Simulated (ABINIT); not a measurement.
The system is BaS.

```
CELL_PARAMETERS angstrom
0.00000 3.19375 3.19375
3.19375 0.00000 3.19375
3.19375 3.19375 0.00000
ATOMIC_POSITIONS crystal
Ba 0.00000 0.00000 0.00000
S 0.50000 0.50000 0.50000
```

Base run:

```yaml
Program: ABINIT 10.8.3 (patched build)
Functional: PBEsol
Potentials_or_basis: JTH PAW PBE v2.0
Cutoff: 544 eV
k_mesh: 7 × 7 × 7
Occupations: fermi-dirac, width 0.05 eV
Spin: no spin polarisation
```

Its results: band gap on the k mesh 2.06 eV, indirect (least direct gap 2.21 eV); pressure -0.7 GPa.

Problem. The run is repeated on the same cell with these changes: k mesh from 7 × 7 × 7 to 3 × 3 × 3. What comes out?

Solution. Band gap on the k mesh 2.29 eV, indirect (least direct gap 2.47 eV); pressure -0.5 GPa.

Caveats: some runs use coarse meshes; this set's barium file shifts pressures by 1.5 GPa and gaps by 0.1 eV against other sets; the PAW data sets were made with another functional, which shifts forces and pressure a little; spin-orbit coupling is left out, which moves the levels of the heavy elements; an odd mesh through Γ misses points on the zone boundary, where band edges often lie (some runs).
